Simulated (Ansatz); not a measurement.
# ZrC (Fm-3m) in Ansatz: a series of runs

The runs below take ZrC through single point, relaxation of cell and atoms, with PBE, revPBE+D3(BJ).

Program: Ansatz 0.2.0. These are calculated values, not measurements. Logs are shortened: lines on timing, memory, paths and dates and some standing lists are left out, and cuts for length are marked.

## 1. Starting point

Symmetry: Fm-3m, No. 225, cubic system. The conventional cell has a = 4.730 Å, b = 4.730 Å, c = 4.730 Å, α = 90.00°, β = 90.00°, γ = 90.00°. Around Zr (site symmetry m-3m) lie 6 C at 2.37 Å. C (site symmetry m-3m) has 6 Zr at 2.37 Å as nearest neighbours.

## 2. Single point, PBE

Contents of input.yaml:

```yaml
crystal:
  lattice:
    - [0.0, 2.365, 2.365]
    - [2.365, 0.0, 2.365]
    - [2.365, 2.365, 0.0]
  atoms:
    - { symbol: Zr, position: [0.5, 0.5, 0.5] }
    - { symbol: C, position: [0.0, 0.0, 0.0] }
kpoints:
  mp_grid: { grid: [10, 10, 10] }
scf:
  occupations: { method: gaussian, width: 0.03 }
hamiltonian:
  xc: pbe
  pseudopotentials: { kind: all_electron, lapw: { basis_error: 0.001 } }
output:
  forces: true
  stress: true
  eigenvalues: true
```

Potentials or basis: all-electron LAPW, scalar-relativistic.

Started as:

```sh
> ansatz run input.yaml --threads 1 --pin off --max-ram 3072MiB --backend cpu --events-out ev --progress --plain --runs-dir out
```

The log of the run:

```text
Warning: RAYON_NUM_THREADS=1 ignored (pool sized by the plan → 1); use --threads N
LAPW: plane waves up to 8.166 Å⁻¹, error target 1.0e-3 eV per atom; small_component_spin mean_spin; C in spheres of 1.050 Å, 6 of its electrons in bands, Dirac shells []; Zr in spheres of 1.315 Å, 30 of its electrons in bands, Dirac shells [] (how accurate: hamiltonian.pseudopotentials.lapw.basis_error, Limitations)
Engine: ansatz 0.2.0, aarch64-unknown-linux-gnu
Pseudopotentials: kind: all_electron
Pseudopotential: Zr, LAPW, valence charge 30, lapw/all_electron/scalar/gaussian/Zr, Koelling and Harmon's equation, gaussian nucleus
Pseudopotential: C, LAPW, valence charge 6, lapw/all_electron/scalar/gaussian/C, Koelling and Harmon's equation, gaussian nucleus
Functional definition: PBE
  parameter kappa = 0.804
  parameter beta = 0.06672455060314922
  exchange = pbe_x(kappa = kappa, mu = beta*pi^2/3)
  correlation = pbe_c(beta = beta)
Crystal: 2 atoms, lattice volume = 26.456 Å³
Basis set: ecut = 254.07267823057998 eV, 259 PW (Γ), exchange–correlation at level 2
Bands: 22, of which v1, the nominal top of the filled ones, is band 18 counted from 1 (17 counted from 0)
Symmetry: 48 space group operations
Space group: Fm-3m (ITA 225), of the structure as read, at distance tolerance 3.0e-5 Å
k-points: 47 of 1000
Non-local potential: Zr, projectors of the file, none
Non-local potential: C, projectors of the file, none
Initial density: superposition of atomic densities (chi_scale 0.1, normalization cell, long waves kept (reshape's long-wave potential 0.00 eV rms))
Initial wavefunctions: plane waves of lowest kinetic energy (no species holds an atomic orbital)
Functional: x = pbe(κ = 0.804, μ = 0.2195149727645171), c = pbe(β = 0.06672455060314922)
iter 1 solved again at ethr=1.56e-2 eV; its pass at ethr=1.00e-1 eV (dr2=5.63e0 eV) is discarded
SCF iter   1: F=—  HF=-98967.563635 eV  |F-HF|=—  |Δ(HF+E_count)|=         —  Δρ=1.21e-1  dr2=5.62e0  ethr=1.56e-2  ⟨swp⟩=2.0  Hψ=6631  notcnv=0
preconditioner: auto → none  [insulator: Δε(μ)=0.065 eV  Ē_g=18.217 eV  σ=0.030 eV  W_gap=0.87  n_scr=14 (ndim 8)  ℏωp=27.0 eV  f_vac=0.000  D(μ)=0.19/eV (n_scr^D=0)  ε∞_Penn≈3.2]
SCF iter   2: F=—  HF=-98967.073532 eV  |F-HF|=—  |Δ(HF+E_count)|=   4.90e-1  Δρ=8.85e-2  dr2=2.85e0  ethr=1.56e-2  ⟨swp⟩=2.9  Hψ=3013  notcnv=0
iter 3 solved again at ethr=6.90e-5 eV; its pass at ethr=7.92e-3 eV (dr2=2.48e-2 eV) is discarded
SCF iter   3: F=—  HF=-98965.692060 eV  |F-HF|=—  |Δ(HF+E_count)|=    1.38e0  Δρ=1.08e-2  dr2=2.50e-2  ethr=6.90e-5  ⟨swp⟩=2.2  Hψ=5290  notcnv=0
SCF iter   4: F=—  HF=-98965.690017 eV  |F-HF|=—  |Δ(HF+E_count)|=         —  Δρ=3.65e-3  dr2=4.58e-3  ethr=6.90e-5  ⟨swp⟩=2.0  Hψ=3381  notcnv=0
the basis was enlarged: its passes take 200.0 KiB over the memory plan, 1 of 1 planned eigensolver slots
SCF iter   5: F=—  HF=-98965.689245 eV  |F-HF|=—  |Δ(HF+E_count)|=   7.72e-4  Δρ=1.35e-3  dr2=4.03e-4  ethr=1.27e-5  ⟨swp⟩=2.0  Hψ=3197  notcnv=0
SCF iter   6: F=—  HF=-98965.688377 eV  |F-HF|=—  |Δ(HF+E_count)|=   8.68e-4  Δρ=2.68e-4  dr2=1.81e-5  ethr=1.12e-6  ⟨swp⟩=2.7  Hψ=3241  notcnv=0
SCF iter   7: F=—  HF=-98965.688345 eV  |F-HF|=—  |Δ(HF+E_count)|=   3.23e-5  Δρ=8.12e-5  dr2=1.60e-6  ethr=5.03e-8  ⟨swp⟩=2.1  Hψ=3193  notcnv=0
SCF iter   8: F=-98965.688342 eV  HF=-98965.688342 eV  |F-HF|=5.69e-9  |Δ(HF+E_count)|=   2.56e-6  Δρ=3.77e-6  dr2=2.78e-9  ethr=4.43e-9  ⟨swp⟩=2.6  Hψ=3240  notcnv=0
SCF 1 converged in 8 iterations: F = -98965.688342 eV  dr2 = 2.78e-9
SCF converged after 8 iterations
Free energy (F): -98965.688342 eV
Harris-Foulkes:  -98965.688342 eV  (|F-HF|=5.69e-9)
Internal energy: -98965.688325 eV  (E = F + TS)
E sigma→0 (E₀):  -98965.688333 eV
Entropy (-TS):   -0.000018 eV (-0.009 meV/atom)
Fermi energy:    16.164569 eV
--- Per-component energies (eV) ---
  E_band       = -4576.454936
  E_kinetic    = 102182.904360
  E_xc         = -3258.138800
  E_electrostatic = -197890.453884  (all electrons and nuclei)
  E_smearing   = -0.000018  (= −TS)
  E_closure    = 0.000000  (closes the sum)
  E_atoms      = -98947.444364  (free atoms, spherical and without spin; not in F)
  Σ components = -98965.688342   (vs F -98965.688342, Δ=0.00e0)
  Basis errors (estimates in eV, not in F): energy 3.4e-4 per atom: plane waves 3.0e-4 (1.7e-4 summed), levels above the bands 0.0e0, relativity 2.9e-8, radial functions 4.1e-5, core shells 1.4e-13; eigenvalues (radial functions only) 4.5e-6; not estimated: angular momenta, meshes, grids; target (lapw.basis_error) 1.0e-3; muffin-tin radii C 1.050 Å, Zr 1.315 Å
--- Forces (eV/Å), atoms counted from 1 ---
  atom   1  Zr     0.00000000    -0.00000000    -0.00000000
  atom   2  C     -0.00000000    -0.00000000     0.00000000
  max |Σ_I F_I| component: 1.97e-31 eV/Å
--- Stress (GPa, compression-positive) ---
       -2.895445       0.000000       0.000000
        0.000000      -2.895445      -0.000000
        0.000000      -0.000000      -2.895445
  P = ⅓ Tr σ = -2.8954 GPa (-28.954 kbar)
--- Band table (eV; the first three rows and the last of 47) ---
  k-point 0: bands = ["-381.8722", "-294.7532", "-294.7532", "-294.7532", "-248.4763", "-151.9194", "-151.9194", "-151.9194", "-151.9068", "-151.9068", "-31.9981", "-9.7230", "-9.7230", "-9.7230", "4.9312", "17.1018", "17.1018", "17.1018", "17.2597", "17.2597", "17.2597", "18.9295"]
  k-point 1: bands = ["-381.8722", "-294.7532", "-294.7532", "-294.7532", "-248.4763", "-151.9194", "-151.9194", "-151.9194", "-151.9068", "-151.9068", "-31.9893", "-9.8045", "-9.7302", "-9.7302", "5.1496", "15.8166", "16.1094", "16.1094", "17.6233", "17.6233", "18.0520", "20.0154"]
  k-point 2: bands = ["-381.8722", "-294.7532", "-294.7532", "-294.7532", "-248.4763", "-151.9194", "-151.9194", "-151.9194", "-151.9068", "-151.9068", "-31.9661", "-10.0118", "-9.7491", "-9.7491", "5.7515", "14.2412", "14.9415", "14.9415", "18.2594", "18.2594", "18.6091", "21.8522"]
  k-point 46: bands = ["-381.8722", "-294.7532", "-294.7532", "-294.7532", "-248.4763", "-151.9194", "-151.9194", "-151.9194", "-151.9068", "-151.9068", "-31.8741", "-10.2654", "-10.1361", "-10.0072", "6.6951", "13.7843", "13.8652", "13.8760", "18.5496", "20.2086", "21.7100", "22.6245"]
```

Run time: 7.3 s. Hardware: 1 thread of Arm Neoverse V2, shared host; peak memory 0.28 GiB.

Results:

* Free energy: -98965.6883 eV
* Pressure: -2.9 GPa
* Band gap on the k mesh: none (metal or under the smearing width)

Levels at points of the mesh, in eV from the Fermi level:
```csv
k point,band 16,band 17,band 18,band 19,band 20,band 21
"(0.00, 0.00, 0.00)",0.94,0.94,0.94,1.10,1.10,1.10
"(0.00, 0.00, -0.50)",-5.21,-2.86,-2.86,4.41,4.41,5.22
"(0.00, -0.50, -0.50)",-2.08,-1.69,0.05,0.05,4.36,5.54
```

## 3. Single point, PBE

input.yaml, as its differences from that of step 2:

```diff
@@ -11,3 +11,3 @@
 scf:
-  occupations: { method: gaussian, width: 0.03 }
+  occupations: { method: gaussian, width: 0.025 }
 hamiltonian:
```

Potentials or basis: all-electron LAPW, scalar-relativistic.

Started as:

```sh
> ansatz run input.yaml --threads 1 --pin off --max-ram 3072MiB --backend cpu --events-out ev --progress --plain --runs-dir out
```

Wall time 6.9 s (1 thread of Arm Neoverse V2, shared host); peak memory 0.28 GiB.

The run converged. Its results:

```
Free energy : -98965.6883 eV
Pressure    : -2.9 GPa
```

Levels at points of the mesh, in eV from the Fermi level:
```
             k point  band 14  band 15  band 16  band 17  band 18  band 19  band 20  band 21  band 22
  (0.00, 0.00, 0.00)   -25.89   -11.23     0.94     0.94     0.94     1.10     1.10     1.10     2.77
 (0.00, 0.00, -0.50)   -25.96    -8.25    -5.21    -2.86    -2.86     4.41     4.41     5.22     6.45
(0.00, -0.50, -0.50)   -26.15   -10.06    -2.08    -1.69     0.05     0.05     4.36     5.54     5.54
```

## 4. Relaxation of cell and atoms, revPBE+D3(BJ)

input.yaml, as its differences from that of step 3:

```diff
@@ -11,5 +11,6 @@
 scf:
-  occupations: { method: gaussian, width: 0.025 }
+  occupations: { method: fermi_dirac, width: 0.05 }
 hamiltonian:
-  xc: pbe
+  xc: revpbe
+  dispersion: d3bj
   pseudopotentials: { kind: all_electron, lapw: { basis_error: 0.001 } }
@@ -18,2 +19,5 @@
   stress: true
-  eigenvalues: true
+relax:
+  f_tol: 0.02
+  max_steps: 60
+  cell: {}
```

Started as:

```sh
> ansatz run input.yaml --threads 1 --pin off --max-ram 3072MiB --backend cpu --events-out ev --progress --plain --runs-dir out
```

Wall time 22 s (1 thread of Arm Neoverse V2, shared host); peak memory 0.29 GiB.

It converged, with:

```
Free energy                            : -98972.9514 eV
Relaxed volume                         : 12.63 Å³/atom
Relaxed cell                           : a = 3.294 Å, b = 3.294 Å, c = 3.294 Å, α = 60.00°, β = 60.00°, γ = 60.00°
Space group after relaxing (to 0.05 Å) : Fm-3m (No. 225)
Energy gained by relaxing              : 19.1 meV/atom
Ionic steps                            : 5
Pressure after relaxing                : 0.0 GPa
```

The path:
| step | energy change (eV) | largest force (eV/Å) | volume (Å³) |
| --- | --- | --- | --- |
| 1 | 0.0000 | 0.0000 | 26.46 |
| 2 | -0.0032 | 0.0000 | 24.20 |
| 3 | -0.0380 | 0.0000 | 25.34 |
| 4 | -0.0382 | 0.0000 | 25.27 |
| 5 | -0.0382 | 0.0000 | 25.27 |

Final structure:
```
Zr C
1.0
     0.00000    2.32902    2.32902
     2.32902    0.00000    2.32902
     2.32902    2.32902    0.00000
Zr C
1 1
Direct
  0.50000 0.50000 0.50000
  0.00000 0.00000 0.00000
```

## 5. The runs side by side

| task | level | cell | cutoff (eV) | smearing | pressure (GPa) |
| --- | --- | --- | --- | --- | --- |
| single point | PBE | as given | 254 | gaussian 0.03 eV | -2.9 |
| single point | PBE | as given | 254 | gaussian 0.025 eV | -2.9 |
| relaxation of cell and atoms | revPBE+D3(BJ) | relaxed | - | fermi-dirac 0.05 eV | 0.0 |

Alike in all rows: potentials or basis all-electron LAPW, scalar-relativistic; no spin polarisation; k mesh 10 × 10 × 10; basis error allowed 0.001 eV/atom.

Compare energies only between runs with the same functional and basis.
